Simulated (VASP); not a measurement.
# Al in VASP: notebook, part 3 of 3

VASP 6.6.1.

**4. Single point, PBE**

The input, INCAR:

```
SYSTEM = Al
PREC     = Accurate       ! precision mode
ENCUT    = 520            ! plane-wave cutoff, eV
EDIFF    = 1E-6           ! SCF threshold, eV
ISMEAR   = 0              ! smearing method
SIGMA    = 0.05           ! smearing width, eV
LREAL    = Auto         
LASPH    = .TRUE.         ! aspherical terms in the spheres
NELM     = 100            ! most SCF steps
ALGO     = Fast           ! electronic algorithm
ISIF     = 2              ! what is computed and relaxed
LWAVE    = .FALSE.        ! write WAVECAR
LCHARG   = .FALSE.        ! write CHGCAR
GGA      = PE             ! functional
NBANDS   = 48             ! bands
```

The input, KPOINTS:

```
Automatic mesh
0
G
  2 3 1
  0 0 0
```

The input, POSCAR:

```
Al
1.0
    8.1000000000      0.0000000000      0.0000000000
    0.0000000000      5.7275650000      0.0000000000
    0.0000000000      0.0000000000     17.7275650000
Al
21
Direct
    0.0000000000      0.0000000000      0.0564093264
    0.5000000000      0.0000000000      0.0564093264
    0.0000000000      0.5000000873      0.0564093264
    0.5000000000      0.5000000873      0.0564093264
    0.2500000000      0.2499999564      0.1371812767
    0.7500000000      0.2499999564      0.1371812767
    0.2500000000      0.7500000436      0.1371812767
    0.7500000000      0.7500000436      0.1371812767
    0.0008216049     -0.0040507615      0.2133416518
    0.4987085185     -0.0039948914      0.2133849178
    0.0035006173      0.4971271387      0.2122765873
    0.4961356790      0.4971411062      0.2122276805
    0.2494361728      0.2342835044      0.2955958700
    0.7496395062      0.2525432710      0.2944466993
    0.2496022222      0.7486554932      0.2983814754
    0.7496659259      0.7470359568      0.2865762444
   -0.0113658025     -0.0118523317      0.3688077861
    0.5104286420     -0.0125154407      0.3688377958
    0.0084346914      0.4823526228      0.3657281189
    0.4906696296      0.4814943174      0.3656101106
    0.7492796296      0.6723591963      0.4368187622
```

Potentials or basis: VASP PAW PBE potentials, release 64 (Al).

Started as:

```
> cat potpaw_PBE.64/Al/POTCAR > POTCAR
> mpirun -np 1 vasp_std > vasp.out
```

OUTCAR:

```text
SYSTEM = Al
   PREC = Accurate
   ENCUT = 520
   EDIFF = 1E-6
   ISMEAR = 0
   LREAL = Auto
   LASPH = .TRUE.
   NELM = 100
   ISIF = 2
   GGA = PE

 ion  position               nearest neighbor table
   1  0.000  0.000  0.056-   9 2.78   6 2.86   7 2.86   8 2.86   5 2.86   3 2.86   3 2.86
   2  0.500  0.000  0.056-  10 2.78   6 2.86   7 2.86   8 2.86   5 2.86   4 2.86   4 2.86
   3  0.000  0.500  0.056-  11 2.76   8 2.86   7 2.86   1 2.86   6 2.86   5 2.86   1 2.86
   4  0.500  0.500  0.056-  12 2.76   8 2.86   7 2.86   2 2.86   6 2.86   5 2.86   2 2.86
   5  0.250  0.250  0.137-  12 2.78  11 2.79  13 2.81  10 2.83   9 2.83   2 2.86   1 2.86   7 2.86
                             3 2.86   4 2.86   7 2.86
   6  0.750  0.250  0.137-  14 2.79  11 2.83  12 2.83   9 2.84  10 2.84   2 2.86   1 2.86   8 2.86
                             3 2.86   4 2.86   8 2.86
   7  0.250  0.750  0.137-  12 2.80  11 2.80  10 2.81   9 2.81  15 2.86   4 2.86   3 2.86   2 2.86
                             1 2.86   5 2.86   5 2.86
   8  0.750  0.750  0.137-  16 2.65   9 2.82  10 2.82  11 2.84  12 2.85   4 2.86   3 2.86   2 2.86
                             1 2.86   6 2.86   6 2.86
   9  0.001  0.996  0.213-  17 2.76   1 2.78  16 2.80   7 2.81   8 2.82   5 2.83  13 2.84   6 2.84
                            11 2.86  11 2.87  15 2.89  14 2.89
  10  0.499  0.996  0.213-  18 2.76   2 2.78  16 2.80   7 2.81   8 2.82   5 2.83  13 2.84   6 2.84
                            12 2.86  12 2.87  15 2.89  14 2.89
  11  0.004  0.497  0.212-  19 2.72   3 2.76   5 2.79   7 2.80   6 2.83  16 2.83   8 2.84   9 2.86
[... 15 lines left out ...]
  19  0.008  0.482  0.366-  21 2.68  13 2.72  11 2.72  15 2.75  14 2.78  17 2.84  17 2.90  16 2.94

  20  0.491  0.481  0.366-  21 2.68  13 2.71  12 2.72  15 2.75  14 2.78  18 2.83  18 2.90  16 2.95

  21  0.749  0.672  0.437-  20 2.68  19 2.68  16 2.70  18 2.91  17 2.91

  LATTYP: Found a simple orthorhombic cell.
 ALAT       =     5.7275650000
 B/A-ratio  =     1.4142135445
 C/A-ratio  =     3.0951311770

  Lattice vectors:

 A1 = (   0.0000000000,  -5.7275650000,   0.0000000000)
 A2 = (   8.1000000000,   0.0000000000,   0.0000000000)
 A3 = (   0.0000000000,   0.0000000000,  17.7275650000)

Analysis of symmetry for initial positions (statically):
=====================================================================
 Subroutine PRICEL returns:
 Original cell was already a primitive cell.

 Routine SETGRP: Setting up the symmetry group for a
 simple orthorhombic supercell.

 Subroutine GETGRP returns: Found  1 space group operations
 (whereof  1 operations were pure point group operations)
 out of a pool of  8 trial point group operations.

The static configuration has the point symmetry C_1 .

Analysis of symmetry for dynamics (positions and initial velocities):
=====================================================================
 Subroutine PRICEL returns:
 Original cell was already a primitive cell.

 Routine SETGRP: Setting up the symmetry group for a
 simple orthorhombic supercell.

 Subroutine GETGRP returns: Found  1 space group operations
 (whereof  1 operations were pure point group operations)
 out of a pool of  8 trial point group operations.

The dynamic configuration has the point symmetry C_1 .

 Subroutine INISYM returns: Found  1 space group operations
[... 93 lines left out ...]
  0.500000  0.000000  0.000000      1.000000
  0.000000  0.333333  0.000000      2.000000
  0.500000  0.333333  0.000000      2.000000
   k-points           NKPTS =      4   k-points in BZ     NKDIM =      4   number of bands    NBANDS=     48
   number of dos      NEDOS =    301   number of ions     NIONS =     21
   total plane-waves  NPLWV = 403200
   dimension x,y,z NGX =    60 NGY =   48 NGZ =  140
   dimension x,y,z NGXF=   120 NGYF=   96 NGZF=  280
   ions per type =              21
   NGX,Y,Z   is equivalent  to a cutoff of  12.31, 13.93, 13.13 a.u.
   NGXF,Y,Z  is equivalent  to a cutoff of  24.63, 27.86, 26.26 a.u.
 SYSTEM =  Al
   PREC   = accura    normal or accurate (medium, high low for compatibility)
   ISTART =      0    job   : 0-new  1-cont  2-samecut
   ICHARG =      2    charge: 1-file 2-atom 10-const
   ISPIN  =      1    spin polarized calculation?
   LNONCOLLINEAR =      F non collinear calculations
   LSORBIT =      F    spin-orbit coupling
   LASPH  =      T    aspherical Exc in radial PAW
   ENCUT  =  520.0 eV  38.22 Ry    6.18 a.u.  15.06 10.65 32.96*2*pi/ulx,y,z
   NELM   =    100;   NELMIN=  2; NELMDL= -5     # of ELM steps
   EDIFF  = 0.1E-05   stopping-criterion for ELM
   LREAL  =      T    real-space projection
   EDIFFG = 0.1E-04   stopping-criterion for IOM
   NSW    =      0    number of steps for IOM
   IBRION =     -1    ionic relax: 0-MD 1-quasi-New 2-CG
   NFREE  =      0    steps in history (QN), initial steepest desc. (CG)
   ISIF   =      2    stress and relaxation
   ISYM   =      2    0-nonsym 1-usesym 2-fastsym
   POTIM  = 0.5000    time-step for ionic-motion
   TEBEG  =    0.0;   TEEND  =   0.0 temperature during run
   PSTRESS=    0.0 pullay stress
   NELECT =      63.0000    total number of electrons
   NUPDOWN=      -1.0000    fix difference up-down
   EMIN   =  10.00;   EMAX   =-10.00  energy-range for DOS
   EFERMI =   0.00;   METHOD = LEGACY
   ISMEAR =     0;   SIGMA  =   0.05  broadening in eV -4-tet -1-fermi 0-gaus
   EFERMI_NEDOS =   21; number of points for ismear=-14 and -15
   IALGO  =     68    algorithm
   IMIX   =      4    mixing-type and parameters
     AMIX     =   0.40;   BMIX     =  1.00
     AMIX_MAG =   1.60;   BMIX_MAG =  1.00
  volume/ion in A,a.u.               =      39.16       264.29
  Fermi-wavevector in a.u.,A,eV,Ry     =   0.695270  1.313870  6.577066  0.483401
  Thomas-Fermi vector in A             =   1.777996
   LORBIT       =      0    0 simple, 1 ext, 2 COOP (PROOUT), +10 PAW based schemes
   GGA     = PE    functional components
   LHFCALC =     F    Hartree Fock is set to
   AEXX    =    0.0000 exact exchange contribution
   IVDW    =     0    specifies the selected vdW correction
   LEPSILON=     F    determine dielectric tensor
   LRPA    =     F    only Hartree local field effects (RPA)
 non-spin polarized calculation
 RMM-DIIS sequential band-by-band and
 Gauss-broadening in eV      SIGMA  =   0.05
  energy-cutoff  :      520.00
  volume of cell :      822.44
 maximum number of plane-waves:     22178
   NGX = 31   NGY = 21   NGZ = 65

 number of electron      63.0000000 magnetization

 Free energy of the ion-electron system (eV)
  ---------------------------------------------------
  ext. energy  EPLUGINS =         0.00000000
  ---------------------------------------------------
  free energy    TOTEN  =       -73.11565274 eV

  energy without entropy =      -73.10571028  energy(sigma->0) =      -73.11068151

 E-fermi :   1.1874     XC(G=0):  -5.4101

 val. band max:        1.1671157004   @ k =   0.5000   0.0000   0.0000
 cond. band min:       1.2242293109   @ k =   0.0000   0.3333   0.0000
 fundamental gap:      0.0571136105
 Fermi energy:         1.1873859319

 k-point     1 :       0.0000    0.0000    0.0000
  band No.  band energies     occupation
      1      -9.5250      2.00000
      2      -7.8586      2.00000
      3      -7.3667      2.00000
      4      -7.2168      2.00000
      5      -5.8944      2.00000
      6      -5.6940      2.00000
[... 173 lines left out ...]
     42       3.1359      0.00000
     43       3.1936      0.00000
 [bands above 43 left out]

------------------------ aborting loop because EDIFF is reached ----------------------------------------

  FORCE on cell =-STRESS in cart. coord.  units (eV):
  Direction    XX          YY          ZZ          XY          YZ          ZX
  --------------------------------------------------------------------------------------
  -------------------------------------------------------------------------------------
  Total        2.6310448     -3.6332125     -2.2023234      0.0069866      1.1337670      0.0692363
  in kB        5.1254818     -7.0777830     -4.2902989      0.0136104      2.2086671      0.1348777
  external PRESSURE =      -2.0808667 kB  Pullay stress =       0.0000000 kB

 VOLUME and BASIS-vectors are now :
 -----------------------------------------------------------------------------
  energy-cutoff  :      520.00
  volume of cell :      822.44
      direct lattice vectors                 reciprocal lattice vectors
     8.100000000  0.000000000  0.000000000     0.123456790  0.000000000  0.000000000
     0.000000000  5.727565000  0.000000000     0.000000000  0.174594265  0.000000000
     0.000000000  0.000000000 17.727565000     0.000000000  0.000000000  0.056409326

 POSITION                                       TOTAL-FORCE (eV/Angst)
 -----------------------------------------------------------------------------------
      0.00000      0.00000      1.00000         0.018227     -0.063032      0.408484
      4.05000      0.00000      1.00000        -0.019151     -0.063458      0.409735
      0.00000      2.86378      1.00000         0.002637      0.045177      0.313615
      4.05000      2.86378      1.00000        -0.003928      0.044604      0.311871
      2.02500      1.43189      2.43189        -0.005614     -0.019029     -0.397523
      6.07500      1.43189      2.43189        -0.004604      0.016947     -0.317268
[... 13 lines left out ...]
      3.97442      2.75779      6.48138         0.070795     -0.027718      0.010445
      6.06916      3.85098      7.74373         0.002157      0.319895      0.001809
 -----------------------------------------------------------------------------------
    total drift:                                0.001668     -0.013110      0.004971

  FREE ENERGIE OF THE ION-ELECTRON SYSTEM (eV)
  ---------------------------------------------------
  free  energy   TOTEN  =       -73.1156527446 eV

  energy  without entropy=      -73.1057102814  energy(sigma->0) =      -73.11068151
```

It took 4.9 min on 1 thread of Intel Xeon Platinum 8488C (Sapphire Rapids), shared host; peak memory 0.78 GiB.

What came out:

```yaml
Free_energy: -73.1157 eV
Largest_force: 0.548 eV/Å
Band_gap_on_the_k_mesh: none (metal or under the smearing width)
```

Forces on the atoms (eV/Å):
```
Al   0.018 -0.063  0.408
Al  -0.019 -0.063  0.410
Al   0.003  0.045  0.314
Al  -0.004  0.045  0.312
Al  -0.006 -0.019 -0.398
Al  -0.005  0.017 -0.317
Al  -0.006  0.007 -0.151
Al  -0.005 -0.079 -0.542
Al   0.012 -0.009 -0.008
Al  -0.008 -0.009 -0.010
Al   0.010 -0.008  0.000
Al  -0.008 -0.008  0.003
Al   0.004 -0.010  0.027
Al   0.002 -0.022 -0.026
Al   0.003 -0.042  0.030
Al   0.002 -0.009 -0.038
Al  -0.016 -0.020 -0.015
Al   0.021 -0.015 -0.018
Al  -0.071 -0.030  0.005
Al   0.071 -0.028  0.010
Al   0.002  0.320  0.002
```

Levels at points of the mesh, in eV from the Fermi level:
```
           k point  band 29  band 30  band 31  band 32  band 33  band 34
(0.00, 0.00, 0.00)    -1.02    -0.79    -0.40    -0.08     0.13     0.39
(0.50, 0.00, 0.00)    -1.20    -1.05    -0.93    -0.11    -0.02     0.17
```

Caveat: the k mesh is coarse (spacing up to 0.39 Å⁻¹), so the values aren't converged.

**5. Single point, PBE**

The input, INCAR:

```
PREC = Accurate ; ENCUT = 520
EDIFF = 1E-7 ; ISMEAR = 0
SIGMA = 0.05 ; LREAL = Auto
LASPH = T ; NELM = 100
ALGO = Fast ; ISIF = 2
LWAVE = F ; LCHARG = T
GGA = PE ; LELF = T
LVHAR = T ; NBANDS = 48
```

The input, KPOINTS:

```
regular mesh
0
Gamma
  2 3 1
```

The input, POSCAR:

```
Al
1.0
    8.1000000000      0.0000000000      0.0000000000
    0.0000000000      5.7275650000      0.0000000000
    0.0000000000      0.0000000000     17.7275650000
Al
21
Direct
    0.0000000000      0.0000000000      0.0564093264
    0.5000000000      0.0000000000      0.0564093264
    0.0000000000      0.5000000873      0.0564093264
    0.5000000000      0.5000000873      0.0564093264
    0.2500000000      0.2499999564      0.1371812767
    0.7500000000      0.2499999564      0.1371812767
    0.2500000000      0.7500000436      0.1371812767
    0.7500000000      0.7500000436      0.1371812767
    0.0043588889     -0.0010260905      0.2126408224
    0.4955854321     -0.0009838387      0.2126446582
    0.0043866667      0.5007476999      0.2126484940
    0.4956018519      0.5008576943      0.2126548683
    0.2499766667      0.2498766928      0.2978279871
    0.7499609877      0.2496682272      0.2917018778
    0.2499561728      0.7498736374      0.3006305152
    0.7499608642      0.7496601086      0.2854819599
   -0.0059851852      0.0040869025      0.3665797869
    0.5058688889      0.0040463967      0.3665793920
   -0.0059862963      0.4955123163      0.3665866124
    0.5059287654      0.4954540018      0.3666029147
    0.7500137037      0.7498996519      0.4376266566
```

Started as:

```
> cat potpaw_PBE.64/Al/POTCAR > POTCAR
> mpirun -np 1 vasp_std > vasp.out
```

Wall time 6.2 min (1 thread of Intel Xeon Platinum 8488C (Sapphire Rapids), shared host); peak memory 0.77 GiB.

It converged, with:

- Free energy: -73.2001 eV
- Largest force: 0.598 eV/Å
- Band gap on the k mesh: none (metal or under the smearing width)

Forces on the atoms (eV/Å):
```
Al   0.023 -0.056  0.387
Al  -0.023 -0.056  0.387
Al   0.023  0.056  0.387
Al  -0.023  0.056  0.388
Al   0.000 -0.001 -0.381
Al  -0.001  0.000 -0.417
Al  -0.001 -0.001 -0.143
Al   0.000 -0.001 -0.598
Al   0.001  0.004 -0.003
Al   0.000  0.005 -0.003
Al   0.001 -0.003 -0.003
Al  -0.002 -0.006 -0.003
Al   0.000  0.000 -0.001
Al   0.000  0.001 -0.005
Al   0.000 -0.001  0.003
Al   0.001  0.002  0.005
Al   0.004  0.001  0.001
Al  -0.002  0.000  0.002
Al   0.004 -0.001  0.001
Al  -0.003  0.001  0.001
Al  -0.002 -0.001 -0.003
```

Levels at points of the mesh, in eV from the Fermi level:
```tsv
k point	band 27	band 28	band 29	band 30	band 31	band 32	band 33	band 34	band 35	band 36
(0.00, 0.00, 0.00)	-1.52	-1.18	-1.06	-0.82	-0.38	-0.14	0.18	0.37	0.47	0.53
(0.50, 0.00, 0.00)	-1.48	-1.46	-1.21	-1.11	-0.94	-0.09	-0.04	0.15	0.37	0.40
```

Caveat: the k mesh is coarse (spacing up to 0.39 Å⁻¹), so the values aren't converged.
